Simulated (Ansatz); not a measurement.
Convergence notes, G0W0 on BN (zincblende)

BN in the zincblende structure, relaxed with r2SCAN; one-shot G0W0 in Ansatz without spin-orbit coupling. Spin-unpolarised throughout; all numbers are computed.

```xyz
2
Lattice="0.0000 1.8048 1.8048 1.8048 0.0000 1.8048 1.8048 1.8048 0.0000" Properties=species:S:1:pos:R:3 pbc="T T T"
B     0.0000    0.0000    0.0000
N     0.9024    0.9024    0.9024
```

Gaps are read over the mesh points alone. G0W0 values are finite-basis, finite-mesh values.

| start | potentials | frequency model | mesh | empty bands | screening cutoff (eV) | Kohn-Sham gap (eV) | G0W0 gap (eV) | rough cost |
| --- | --- | --- | --- | --- | --- | --- | --- | --- |
| PBE | PAW | contour deformation | 6×6×6 | 20 | 80 | 4.47 | 5.70 | 4 core-seconds |
| PBE | PAW | contour deformation | 6×6×6 | 44 | 140 | 4.47 | 5.98 | 6 core-seconds |
| PBE | PAW | contour deformation | 6×6×6 | 81 | 210 | 4.47 | 6.13 | 15 core-seconds |
| HSE06 | PAW | contour deformation | 6×6×6 | 44 | 140 | 5.80 | 6.48 | 24 core-seconds |
| LDA | PAW | contour deformation | 6×6×6 | 44 | 140 | 4.36 | 5.97 | 7 core-seconds |
| r2SCAN | PAW | contour deformation | 6×6×6 | 44 | 140 | 5.00 | 6.18 | 9 core-seconds |
| PBE | PAW | Godby-Needs pole | 6×6×6 | 44 | 140 | 4.47 | 5.94 | 7 core-seconds |
| PBE | PAW | contour deformation | 10×10×10 | 20 | 80 | 4.48 | 5.70 | 50 core-seconds |
| PBE | norm-conserving | contour deformation | 6×6×6 | 44 | 140 | 4.47 | 5.99 | 18 core-seconds |

Over the mesh points the PBE gap of 4.47 eV becomes a quasiparticle gap of 6.13 eV (Γ to X), a change of +1.66 eV. Renormalisation factors Z lie between 0.80 and 0.85.

Raising bands and cutoff together moves the gap by +0.28 eV (80 to 140 eV), then +0.15 eV (140 to 210 eV); the last step is still large, so the basis limit isn't reached. Starting from HSE06 (5.80 eV against PBE's 4.47 eV) gives 6.48 eV, +0.50 eV from G0W0@PBE at the same screening cutoff. Starting from LDA (4.36 eV against PBE's 4.47 eV) gives 5.97 eV, -0.01 eV from G0W0@PBE at the same screening cutoff. Starting from r2SCAN (5.00 eV against PBE's 4.47 eV) gives 6.18 eV, +0.20 eV from G0W0@PBE at the same screening cutoff. The Godby-Needs plasmon pole differs from contour deformation by -0.04 eV. A 10×10×10 mesh in place of 6×6×6 changes the opening over PBE by 0.00 eV (the gap on the mesh by 0.00 eV). Norm-conserving potentials (wave cutoff 1240 eV against 420 eV) shift the quasiparticle gap by +0.01 eV and the PBE gap by 0.00 eV. r2SCAN runs take a wave cutoff of 500 eV.
